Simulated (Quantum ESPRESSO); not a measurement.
**GaP under changes of volume**

One of the cells (20.240 Å³/atom); the others are scaled copies at fixed shape and fractional positions:

```
Ga P
1.0
     0.00000    2.72525    2.72525
     2.72525    0.00000    2.72525
     2.72525    2.72525    0.00000
Ga P
1 1
Cartesian
  0.0000 0.0000 0.0000
  4.0879 4.0879 4.0879
```

* Program: Quantum ESPRESSO 7.5
* Functional: r2SCAN
* Dispersion: D3(BJ)
* Potentials or basis: SG15 PBE 1.2
* Cutoff: 1197 eV
* Density cutoff: 4789 eV
* k mesh: 6 × 6 × 6
* Occupations: fermi-dirac, width 0.05 eV
* Spin: no spin polarisation

| volume (Å³/atom) | energy over the lowest point (meV/atom) | pressure (GPa) | gap on the mesh (eV) |
| --- | --- | --- | --- |
| 19.026 | 8.96 | 3.8 | 1.80 |
| 19.431 | 1.95 | 1.7 | 1.84 |
| 19.836 | 0.00 | -0.2 | 1.88 |
| 20.240 | 2.58 | -1.9 | 1.84 |
| 20.645 | ? | ? | ? |
| 21.050 | 19.68 | -4.8 | 1.67 |
| 21.455 | 33.46 | -6.1 | 1.50 |

Q: What does the run at 20.645 Å³/atom give?

A: Energy over the lowest point 9.27 meV/atom; pressure -3.4 GPa; gap on the mesh 1.78 eV.

Worked out: A Birch-Murnaghan fit of order 3 (a polynomial in V^(-2/3)) to the other rows has its minimum at 19.80 Å³/atom with B0 = V·E''(V) = 89 GPa and B' = 4.0. It gives 9.27 meV/atom at 20.645 Å³/atom, against the run's 9.27, and -dE/dV = -3.4 GPa, against -3.4. A parabola through the other rows of the gap, of slope -4.73 eV per unit of ln V there, gives 1.77 eV, against the run's 1.78.

Energies are extrapolated to zero smearing.

Caveats: the potentials were made for another functional, which shifts forces and pressure.

A mesh can miss the band edges. Spin-orbit coupling on Ga is left out.
